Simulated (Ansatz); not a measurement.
# ZrSi2P4 bilayer (AA') in a perpendicular field, part 2 of 3

Aim: how the ZrSi2P4 bilayer (AA') screens a field along its normal, and what the field does to its bands. A positive field points along +c.

Ansatz 0.2.0; plane-wave DFT, r2SCAN-D4, Ansatz PAW.

So far. Step 2 (Relaxing the slab): The lattice constant a goes from 3.480 to 3.625 Å.

## (3) Single point, field 0

A sawtooth potential applies the field, turning back in the middle of the vacuum. With the dipole correction the typed value is the field outside the slab. The induced dipole is small, so the SCF threshold is tight.

The cell differs from the one that the last finished run ended in (c 72.975 → 40.148 Å).

input.yaml

```yaml
crystal:
  lattice:
    - [3.6249367123, 0.0, 0.0]
    - [-1.8124683561, 3.1392872799, 0.0]
    - [0.0, 0.0, 40.1483147948]
  atoms:
    - { symbol: P, position: [0.0, 0.0, 0.2241688112] }
    - { symbol: Si, position: [0.3333333333, 0.6666666667, 0.2478465389] }
    - { symbol: P, position: [0.3333333333, 0.6666666667, 0.3033804227] }
    - { symbol: Zr, position: [0.0, 0.0, 0.3418076416] }
    - { symbol: P, position: [0.3333333333, 0.6666666667, 0.3801903804] }
    - { symbol: Si, position: [0.3333333333, 0.6666666667, 0.435684018] }
    - { symbol: P, position: [0.0, 0.0, 0.4593254411] }
    - { symbol: P, position: [0.3333333333, 0.6666666667, 0.5406745589] }
    - { symbol: Si, position: [0.0, 0.0, 0.564315982] }
    - { symbol: P, position: [0.0, 0.0, 0.6198096196] }
    - { symbol: Zr, position: [0.3333333333, 0.6666666667, 0.6581923584] }
    - { symbol: P, position: [0.0, 0.0, 0.6966195773] }
    - { symbol: Si, position: [0.0, 0.0, 0.7521534611] }
    - { symbol: P, position: [0.3333333333, 0.6666666667, 0.7758311888] }
kpoints:
  mp_grid: { grid: [18, 18, 1] }
  band_path:
    path: [[0, 0, 0], [0.5, 0, 0], [0.33333333, 0.33333333, 0], [0, 0, 0]]
    npoints: 16
hamiltonian:
  xc: r2scan
  dispersion: d4
scf:
  occupations: { method: fermi_dirac, width: 0.05 }
  convergence: { dr2_threshold: 1.0e-10 }
efield:
  axis: 3
  dipole_correction: true
  ramp_position: 0.97
  ramp_width: 0.06
  amplitude: 0
output:
  dos: { projected: true, e_range: [-6, 5] }
  bader: true
  write_potential: true
  write_density: true
  volumetric_format: npy
  elf: true
```

Run with:

```console
$ ansatz run input.yaml --threads 8 --pin off --max-ram 12288MiB --backend cpu --events-out ev --progress --plain --runs-dir out
```

Numbers of over 12 decimals in the logs are rounded to 6 here.

Log:

```text
[...]
Crystal: 14 atoms, lattice volume = 456.876 Å³
Basis set: ecut = 500 eV, 11691 PW (Γ), exchange–correlation on 108×108×1200 points (64 copies of the dense FFT grid, shifted against one another)
Bands: 54, of which v1, the nominal top of the filled ones, is band 40 counted from 1 (39 counted from 0)
Symmetry: 6 space group operations
k-points: 37 of 324 (time reversal used)
[...]
SCF iter   1: F=—  HF=-17027.160685 eV  |F-HF|=—  |Δ(HF+E_count)|=         —  Δρ=6.50e-3  dr2=2.62e-1  dr2_τ=1.23e-1  ethr=1.77e-3  p=0.000 e·Å  D=1.67e-13 V/Å  ΔV_dip=-0.00 eV  dr2_dipole=1.98e-7  V_vac-E_F(+/−)=5.50/5.50 eV  ⟨swp⟩=9.1  Hψ=11679  notcnv=0  defer=90
efield: sawtooth ramp at fractional position 0.9700 (set: `efield.ramp_position`, or a place that a band, a saddle search or an elastic batch's reference lends), width 0.0600; the density the first Hamiltonian is built on has a dipole p = 0.000 e·Å; the dipole correction subtracts the counter field D = 1.67e-13 V/Å, which shifts the + side's vacuum level by -0.00 eV against the − side's; the planar-averaged density in the ramp window peaks in size at 1.8e-5 e/Å³
[...]
SCF iter   2: F=—  HF=-17027.527814 eV  |F-HF|=—  |Δ(HF+E_count)|=   3.67e-1  Δρ=5.98e-3  dr2=1.27e0  dr2_τ=1.16e-2  ethr=3.27e-4  p=0.000 e·Å  D=1.37e-4 V/Å  ΔV_dip=-0.01 eV  dr2_dipole=1.06e-5  V_vac-E_F(+/−)=5.85/5.85 eV  ⟨swp⟩=4.4  Hψ=4676  notcnv=0  defer=252  recentre
[...]
SCF iter  17: F=-17027.339669 eV  HF=-17027.339669 eV  |F-HF|=4.37e-11  |Δ(HF+E_count)|=  2.44e-10  Δρ=1.09e-7  dr2=4.37e-11  dr2_τ=1.82e-12  ethr=1.00e-12  p=0.000 e·Å  D=2.00e-8 V/Å  ΔV_dip=-0.00 eV  dr2_dipole=1.84e-13  V_vac-E_F(+/−)=5.79/5.79 eV  ⟨swp⟩=14.8  Hψ=8584  notcnv=0
SCF 1 converged in 17 iterations: F = -17027.339669 eV  dr2 = 4.37e-11
[...]
NSCF: frozen V_eff on 49 k-points
efield: sawtooth ramp at fractional position 0.9700 (kept from the solve that this one continues, or follows in the run), width 0.0600; the density the first Hamiltonian is built on has a dipole p = 0.000 e·Å; the dipole correction subtracts the counter field D = 2.00e-8 V/Å, which shifts the + side's vacuum level by -0.00 eV against the − side's; the planar-averaged density in the ramp window peaks in size at 1.3e-7 e/Å³
[...]
SCF converged after 17 iterations
Free energy (F): -17027.339669 eV
[...]
Internal energy: -17027.337428 eV  (E = F + TS)
E sigma→0 (E₀):  -17027.338549 eV
Entropy (-TS):   -0.002241 eV (-0.160 meV/atom)
Fermi energy:    2.335931 eV
Dipole field:    D = -0.000000 V/Å  (p = -0.000001 e·Å, saw-weighted, corrected)
Work function:   Φ+ = 5.7854 eV   Φ− = 5.7854 eV
Levels:          The Fermi level and band energies are counted from a zero that moves with the ramp; work functions are not
[...]
--- Band table (eV; the first three rows and the last of 37) ---
  k-point 0: bands = [... 36 lower, 2.1593, 2.1593, 2.1646, 2.1646, 3.2330, 3.4781, 4.8555, 4.9863, ... 10 higher]
  k-point 1: bands = [... 36 lower, 2.0961, 2.0983, 2.1039, 2.1042, 3.2832, 3.4880, 5.0293, 5.1397, ... 10 higher]
  k-point 2: bands = [... 36 lower, 1.8956, 1.9332, 1.9396, 1.9530, 3.3079, 3.4223, 4.8918, 5.0131, ... 10 higher]
  k-point 36: bands = [... 36 lower, 1.1177, 1.1177, 1.8971, 1.8971, 3.7881, 3.8370, 4.7131, 4.9471, ... 10 higher]
--- Bader charges: 14 sites ---
  site symbol  charge [e]  shift [e]
     0      P     -1.4102     0.0246
     1     Si      1.9746     0.0326
     2      P     -1.4749     0.0086
     3     Zr      1.8210     0.0013
     4      P     -1.4758     0.0087
     5     Si      1.9758     0.0328
     6      P     -1.4104     0.0247
     7      P     -1.4104     0.0247
     8     Si      1.9758     0.0328
     9      P     -1.4758     0.0087
    10     Zr      1.8210     0.0013
    11      P     -1.4750     0.0086
    12     Si      1.9746     0.0326
    13      P     -1.4102     0.0246
  estimated error of the sums over rays = 6.3e-4 e
```

Elapsed: 71 s, on 8 threads of Arm Neoverse V2, shared host; peak memory 3.3 GiB.

The column dr2 measures how far the density is from self-consistency, as an energy; F and HF (Harris–Foulkes) agree once it is small.

Numbers from this step:

- energy at zero smearing: -17027.3385 eV
- dipole along the normal: -9.14e-7 e·Å
- gap along the path: 0.3014 eV
- smallest direct gap along the path: 0.3128 eV
- ionisation energy, upper face: 5.957 eV
- electron affinity, upper face: 5.655 eV
- gap, the smaller of path and mesh: 0.3014 eV

Running mean over a fixed 2.5 Å (it still follows the layers) of the planar mean; the ramp of the sawtooth is left out. The electron's electrostatic potential energy less the Fermi level by z:

| z (Å) | electron's electrostatic potential energy less the Fermi level (eV) |
| --- | --- |
| 4 | 5.79 |
| 5 | 5.78 |
| 6 | 5.75 |
| 7 | 5.07 |
| 8 | 0.0314 |
| 9 | -6.14 |
| 10 | -6.44 |
| 11 | -3.69 |
| 12 | -3.69 |
| 13 | -8.80 |
| 14 | -8.73 |
| 15 | -6.18 |
| 16 | -3.22 |
| 17 | -4.81 |
| 18 | -7.40 |
| 19 | -3.05 |
| 20 | 1.89 |
| 21 | -2.12 |
| 22 | -7.18 |
| 23 | -5.33 |
| 24 | -3.39 |
| 25 | -5.24 |
| 26 | -8.88 |
| 27 | -8.93 |
| 28 | -4.37 |
| 29 | -3.53 |
| 30 | -5.86 |
| 31 | -6.73 |
| 32 | -0.978 |
| 33 | 4.70 |
| 34 | 5.73 |
| 35 | 5.78 |
| 36 | 5.79 |

The density of states has structure finer than the step of the table below, so its rows give means over 0.25 eV, whole bins alone (the curve runs from -6 to 2.13 eV). Peaks (eV: height): -4.700: 15.7, -3.410: 16.4, -1.200: 14.5, -1.090: 17.2, -0.900: 15.0, -0.790: 17.5, -0.680: 17.8.

The density of states by energy, zero at the Fermi level of the run, which the smearing sets inside the gap; means over each step:

energy (eV), density of states (states/eV a cell) and a bar:
```
    -5.75        0.7 ##
    -5.50        0.8 ##
    -5.25        2.2 #####
    -5.00        3.6 #########
    -4.75       10.8 ###########################
    -4.50        3.6 #########
    -4.25        6.9 #################
    -4.00        8.4 #####################
    -3.75        5.7 ##############
    -3.50       11.7 ##############################
    -3.25        9.0 #######################
    -3.00        7.9 ####################
    -2.75        6.5 ################
    -2.50        7.6 ###################
    -2.25        8.5 #####################
    -2.00        9.1 #######################
    -1.75       10.2 ##########################
    -1.50        8.2 #####################
    -1.25        9.9 #########################
    -1.00       11.4 #############################
    -0.75       11.9 ##############################
    -0.50        6.8 #################
    -0.25        2.2 #####
     0.00        0.0 
     0.25        1.5 ####
     0.50        4.1 ##########
     0.75        5.5 ##############
     1.00        3.4 #########
     1.25        1.3 ###
     1.50        1.2 ###
     1.75        2.8 #######
     2.00        2.8 #######
```

Projected DOS per atom over height of the atomic layer and energy from the Fermi level. Layers: P Si P Zr P Si P P Si P Zr P Si P from below.

Ten even steps from '_' (0.00 states/eV) to '@' (1.79 states/eV), each cell a mean:
```
....______........______....
__________..____..__________
______--____________--______
______@@____________@@______
______**____________**______
____________________________
____::..::________::..::____
::__##==##__====__##==##__::
++__##**##__====__##**##__++
++__------__----__------__++
**..======..++++..======..**
==..--::==..++++..==::--..==
--..--::--..----..--::--..--
--::::::::::----::::::::::--
==----------====----------==
--::==--==::----::==--==::--
--::--::--::----::--::--::--
::::::..::::::::::::..::::::
------::------------::------
....______..::::..______....
____________________________
____________________________
```
Columns: height of the atomic layer (Å) from 9 to 31.1 (not evenly spaced); rows upwards: energy from the Fermi level (eV) from -5.96 to 2.05.

Electronic bands along the path, in eV, zero at the Fermi level of the run, which the smearing sets inside the gap:

| point | band 37 | band 38 | band 39 | band 40 | band 41 | band 42 | band 43 | band 44 |
| --- | --- | --- | --- | --- | --- | --- | --- | --- |
| Γ | -0.18 | -0.18 | -0.17 | -0.17 | 0.90 | 1.14 | 2.52 | 2.65 |
| halfway | -0.99 | -0.76 | -0.75 | -0.75 | 0.60 | 0.62 | 1.96 | 2.11 |
| M | -1.35 | -1.22 | -0.19 | -0.18 | 0.13 | 0.15 | 1.43 | 1.48 |
| halfway | -1.19 | -1.07 | -0.78 | -0.64 | 0.85 | 0.86 | 2.63 | 2.83 |
| K | -1.22 | -1.22 | -0.44 | -0.44 | 1.45 | 1.50 | 2.38 | 2.61 |
| halfway | -0.93 | -0.89 | -0.88 | -0.73 | 0.66 | 0.67 | 2.84 | 2.89 |
| Γ | -0.18 | -0.18 | -0.17 | -0.17 | 0.90 | 1.14 | 2.52 | 2.65 |

ELF in the ca plane at fractional y = 0.667, with atoms of Si and P and Zr within 0.2 Å of it. It is the smooth field of the valence electrons, not physical close to the nuclei.

Values, 5 rows by 16 columns, each cell a mean:
```
0.61 0.67 0.19 0.13 0.46 0.43 0.49 0.79 0.45 0.50 0.78 0.47 0.45 0.44 0.13 0.02
0.72 0.56 0.13 0.46 0.68 0.49 0.37 0.71 0.31 0.34 0.70 0.34 0.53 0.67 0.50 0.24
0.54 0.23 0.28 0.84 0.52 0.48 0.09 0.20 0.59 0.55 0.21 0.09 0.53 0.50 0.88 0.78
0.37 0.17 0.35 0.81 0.27 0.46 0.05 0.09 0.58 0.57 0.09 0.05 0.50 0.23 0.88 0.84
0.74 0.43 0.15 0.72 0.77 0.51 0.25 0.53 0.37 0.37 0.54 0.22 0.56 0.76 0.76 0.50
```
Columns run along c (16.0 Å, from fractional 0.44 to 0.84 of the cell), rows up along a (3.6 Å). Atoms in or near the plane, at fractional coordinates: P at (0.54, 0.33), Zr at (0.66, 0.33), P at (0.78, 0.33).

Electrostatic potential energy in the ca plane at fractional y = 0.667, with atoms of Si and P and Zr within 0.2 Å of it. With pseudopotentials it is smooth inside the atoms' cores, unlike the true potential.

Ten even steps from '0' (-59 eV) to '9' (8 eV), each cell a mean:
```
99999999999888999999998877899999999988899999
99999999999888999999998877899999999988899999
99999999999888999999999888899999999888899999
99999999999987778988778888887789987778999999
99999999999863237873237899852248863247999999
99999999999850015850004899730026730016899999
99999999999851016861005899840027841026899999
99999999999875458886458899875568875468999999
99999999999988889999888888888899998888999999
```
Columns run along c (16.0 Å, from fractional 0.12 to 0.52 of the cell; values clipped at the 3rd and 97th percentile), rows up along a (3.6 Å). Atoms in or near the plane, at fractional coordinates: Si at (0.25, 0.33), P at (0.30, 0.33), P at (0.38, 0.33), Si at (0.44, 0.33).

Valence density in the ca plane at fractional y = 0.667, with atoms of Si and P and Zr within 0.2 Å of it. It is the smooth field of the valence electrons, not physical close to the nuclei.

Ten steps, logarithmic in the rise over the least value, from '0' (0.0 e/Å³) to '9' (3.8 e/Å³), each cell a mean:
```
44443211122344433334554333445443334443321000
44443211112344433344554333455443333443211000
45443211123444433334444434444433234444321100
55432111245555432223445676544322234555543100
45432112456566432122346999743221134565654210
24431112465345532112248999852211134553565310
34432112466456532112247999853211134554565310
55432112355665432223346888643322234566654210
55443211234555432233444455444432234555432100
```
Columns run along c (16.0 Å, from fractional 0.44 to 0.84 of the cell), rows up along a (3.6 Å). Atoms in or near the plane, at fractional coordinates: P at (0.54, 0.33), Zr at (0.66, 0.33), P at (0.78, 0.33).

The gap is 0.30 eV, with the valence edge 5.96 eV and the conduction edge 5.66 eV under the upper vacuum level.

## (4) Atoms held, field 0.05 V/Å

Edit input.yaml of step 3 so:

```diff
@@ -36,6 +36,4 @@
   ramp_width: 0.06
-  amplitude: 0
+  amplitude: 0.05
 output:
-  dos: { projected: true, e_range: [-6, 5] }
-  bader: true
   write_potential: true
@@ -43,2 +41 @@
   volumetric_format: npy
-  elf: true
```

Log:

```text
[...]
Crystal: 14 atoms, lattice volume = 456.876 Å³
Basis set: ecut = 500 eV, 11691 PW (Γ), exchange–correlation on 108×108×1200 points (64 copies of the dense FFT grid, shifted against one another)
Bands: 54, of which v1, the nominal top of the filled ones, is band 40 counted from 1 (39 counted from 0)
Symmetry: 6 space group operations
k-points: 37 of 324 (time reversal used)
[...]
k-point 0: bands = [... 36 lower, 2.1453, 2.1453, 2.1784, 2.1784, 3.2318, 3.4792, 4.8539, 4.9846, ... 10 higher]
  k-point 1: bands = [... 36 lower, 2.0835, 2.0844, 2.1168, 2.1176, 3.2818, 3.4894, 5.0280, 5.1279, ... 10 higher]
  k-point 2: bands = [... 36 lower, 1.8921, 1.9197, 1.9530, 1.9567, 3.3054, 3.4246, 4.8911, 4.9875, ... 10 higher]
  k-point 36: bands = [... 36 lower, 1.0984, 1.1368, 1.8776, 1.9166, 3.7832, 3.8418, 4.7119, 4.9290, ... 10 higher]
[key lines of the parts left out:]
SCF converged after 18 iterations
Free energy (F): -17027.341504 eV
Fermi energy:    2.335969 eV
Dipole field:    D = 0.029071 V/Å  (p = 0.073401 e·Å, saw-weighted, corrected)
```

It took 57 s on 8 threads; peak memory 3.1 GiB.

The dipole is 0.0734 e·Å, and the gap 0.279 eV.

## (5) Atoms held, field -0.05 V/Å

Edit input.yaml of step 4 so:

```diff
@@ -36,3 +36,3 @@
   ramp_width: 0.06
-  amplitude: 0.05
+  amplitude: -0.05
 output:
```

Log:

```text
[...]
Crystal: 14 atoms, lattice volume = 456.876 Å³
Basis set: ecut = 500 eV, 11691 PW (Γ), exchange–correlation on 108×108×1200 points (64 copies of the dense FFT grid, shifted against one another)
Bands: 54, of which v1, the nominal top of the filled ones, is band 40 counted from 1 (39 counted from 0)
Symmetry: 6 space group operations
k-points: 37 of 324 (time reversal used)
[...]
k-point 0: bands = [... 36 lower, 2.1453, 2.1453, 2.1784, 2.1784, 3.2318, 3.4792, 4.8539, 4.9846, ... 10 higher]
  k-point 1: bands = [... 36 lower, 2.0835, 2.0844, 2.1168, 2.1176, 3.2818, 3.4894, 5.0280, 5.1279, ... 10 higher]
  k-point 2: bands = [... 36 lower, 1.8921, 1.9197, 1.9530, 1.9567, 3.3054, 3.4246, 4.8911, 4.9875, ... 10 higher]
  k-point 36: bands = [... 36 lower, 1.0984, 1.1368, 1.8776, 1.9166, 3.7832, 3.8418, 4.7119, 4.9290, ... 10 higher]
[key lines of the parts left out:]
SCF converged after 18 iterations
Free energy (F): -17027.341504 eV
Fermi energy:    2.335970 eV
Dipole field:    D = -0.029071 V/Å  (p = -0.073401 e·Å, saw-weighted, corrected)
```

Wall time 58 s (8 threads); peak memory 3.1 GiB; 7.5 min of CPU time.

The dipole is -0.0734 e·Å, and the gap 0.279 eV.

## (6) Atoms held, field 0.1 V/Å

Edit input.yaml of step 5 so:

```diff
@@ -34,5 +34,5 @@
   dipole_correction: true
-  ramp_position: 0.97
-  ramp_width: 0.06
-  amplitude: -0.05
+  ramp_position: 0.9694
+  ramp_width: 0.0613
+  amplitude: 0.1
 output:
```

Log:

```text
[...]
Crystal: 14 atoms, lattice volume = 456.876 Å³
Basis set: ecut = 500 eV, 11691 PW (Γ), exchange–correlation on 108×108×1200 points (64 copies of the dense FFT grid, shifted against one another)
Bands: 54, of which v1, the nominal top of the filled ones, is band 40 counted from 1 (39 counted from 0)
Symmetry: 6 space group operations
k-points: 37 of 324 (time reversal used)
[...]
k-point 0: bands = [... 36 lower, 2.1295, 2.1295, 2.1938, 2.1938, 3.2284, 3.4822, 4.8491, 4.9796, ... 10 higher]
  k-point 1: bands = [... 36 lower, 2.0679, 2.0686, 2.1319, 2.1329, 3.2777, 3.4930, 5.0240, 5.1077, ... 10 higher]
  k-point 2: bands = [... 36 lower, 1.8837, 1.9039, 1.9656, 1.9683, 3.2987, 3.4309, 4.8890, 4.9615, ... 10 higher]
  k-point 36: bands = [... 36 lower, 1.0792, 1.1551, 1.8586, 1.9355, 3.7722, 3.8523, 4.7087, 4.9111, ... 10 higher]
[key lines of the parts left out:]
SCF converged after 21 iterations
Free energy (F): -17027.347011 eV
Fermi energy:    2.335964 eV
Dipole field:    D = 0.058171 V/Å  (p = 0.146874 e·Å, saw-weighted, corrected)
```

Wall time 61 s (8 threads); peak memory 3.1 GiB.

The dipole is 0.147 e·Å, and the gap 0.250 eV.

## (7) Single point, field 0.2 V/Å

Edit input.yaml of step 6 so:

```diff
@@ -36,3 +36,3 @@
   ramp_width: 0.0613
-  amplitude: 0.1
+  amplitude: 0.2
 output:
```

Log:

```text
[...]
Crystal: 14 atoms, lattice volume = 456.876 Å³
Basis set: ecut = 500 eV, 11691 PW (Γ), exchange–correlation on 108×108×1200 points (64 copies of the dense FFT grid, shifted against one another)
Bands: 54, of which v1, the nominal top of the filled ones, is band 40 counted from 1 (39 counted from 0)
Symmetry: 6 space group operations
k-points: 37 of 324 (time reversal used)
[...]
k-point 0: bands = [... 36 lower, 2.1007, 2.1007, 2.2210, 2.2210, 3.2170, 3.4923, 4.8322, 4.9628, ... 10 higher]
  k-point 1: bands = [... 36 lower, 2.0397, 2.0398, 2.1590, 2.1602, 3.2646, 3.5048, 5.0091, 5.0682, ... 10 higher]
  k-point 2: bands = [... 36 lower, 1.8643, 1.8751, 1.9873, 1.9955, 3.2793, 3.4489, 4.8820, 4.9127, ... 10 higher]
  k-point 36: bands = [... 36 lower, 1.0431, 1.1883, 1.8239, 1.9705, 3.7470, 3.8759, 4.6977, 4.8779, ... 10 higher]
[key lines of the parts left out:]
SCF converged after 27 iterations
Free energy (F): -17027.369063 eV
Fermi energy:    2.335941 eV
Dipole field:    D = 0.116551 V/Å  (p = 0.294274 e·Å, saw-weighted, corrected)
```

Wall time 84 s (8 threads); peak memory 3.1 GiB; 11 min of CPU time.

The dipole is 0.294 e·Å, and the gap 0.194 eV.

## (8) Atoms held, field 0.3 V/Å

Edit input.yaml of step 7 so:

```diff
@@ -34,6 +34,8 @@
   dipole_correction: true
-  ramp_position: 0.9694
-  ramp_width: 0.0613
-  amplitude: 0.2
+  ramp_position: 0.9676
+  ramp_width: 0.0648
+  amplitude: 0.3
 output:
+  dos: { projected: true, e_range: [-6, 5] }
+  bader: true
   write_potential: true
@@ -41 +43,2 @@
   volumetric_format: npy
+  elf: true
```

Log:

```text
[...]
Crystal: 14 atoms, lattice volume = 456.876 Å³
Basis set: ecut = 500 eV, 11691 PW (Γ), exchange–correlation on 108×108×1200 points (64 copies of the dense FFT grid, shifted against one another)
Bands: 54, of which v1, the nominal top of the filled ones, is band 40 counted from 1 (39 counted from 0)
Symmetry: 6 space group operations
k-points: 37 of 324 (time reversal used)
[...]
2      P     -1.4756     0.0089
     3     Zr      1.8202     0.0013
     4      P     -1.4760     0.0086
     5     Si      1.9734     0.0327
     6      P     -1.4049     0.0247
     7      P     -1.4156     0.0247
     8     Si      1.9777     0.0329
     9      P     -1.4748     0.0088
    10     Zr      1.8207     0.0013
    11      P     -1.4734     0.0083
    12     Si      1.9700     0.0323
    13      P     -1.3905     0.0246
  estimated error of the sums over rays = 7.0e-4 e
[key lines of the parts left out:]
SCF converged after 20 iterations
Free energy (F): -17027.405887 eV
Fermi energy:    2.335844 eV
Dipole field:    D = 0.175187 V/Å  (p = 0.442322 e·Å, saw-weighted, corrected)
```

It took 83 s on 8 threads; peak memory 3.3 GiB.

The dipole is 0.442 e·Å, and the gap 0.148 eV.

(Continued in part 3 of 3.)

[Logs are printed without paths, hosts, clocks, repeated set-up lines and the standing remarks that a program may print on its own settings, such as how far it seeks lower states.]

[Hosts, paths, dates, database ids (printed as entryN), source tags and the programs' standing remarks are cut or masked in the printed files.]

[Maps of the electrostatic potential energy from Ansatz leave out the sawtooth potential of an applied field or a dipole correction, so their vacuum need not be flat; planar profiles and work functions include it.]

[The density of states shown here was stored with 400 of the rows of the run's finer table, so its peaks can read low, often by over a quarter, or be missed, and its means over a window can be off by a tenth or more.]
